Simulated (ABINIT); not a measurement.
A run of ABINIT 10.8.3 (patched build) is set up as follows.

File run.abi:

```
# Pseudopotentials
pp_dirpath "./"
pseudos "As_ONCV_PBE-1.2.upf, B_ONCV_PBE-1.2.upf"

# Structure
acell 3*1.0 Angstrom
rprim
     0.0000000000     2.3885000000     2.3885000000
     2.3885000000     0.0000000000     2.3885000000
     2.3885000000     2.3885000000     0.0000000000
ntypat 2
znucl 33 5
natom 2
typat 1 2
xred
     0.7500000000     0.7500000000     0.7500000000
     0.0000000000     0.0000000000     0.0000000000

# Plane-wave basis
ecut 18.0

# k points
kptopt 1
ngkpt 8 8 8
nshiftk 1
shiftk 0.0 0.0 0.0

# Exchange and correlation
ixc 41
hyb_mixing 0.1003
fockdownsampling 2 2 2

# Bands and occupations
nband 6
occopt 1

# SCF cycle
nstep 60
diemac 6.0
toldfe 1.0e-7

# Output
iomode 3
prtwf 0
prteig 0
prtebands 0
enunit 1
prtden 1
prtvha 1
prtvclmb 1
prtpot 1
prtelf 1
```

Potentials or basis: SG15 NC PBE v1.2.

The run is started by

```bash
$ mpirun --bind-to none -np 4 abinit run.abi > log 2>&1
```

Task: Predict the band gap on the k mesh.

Result: 1.75 eV, indirect (least direct gap 3.91 eV).

 A k mesh can miss the band edges.
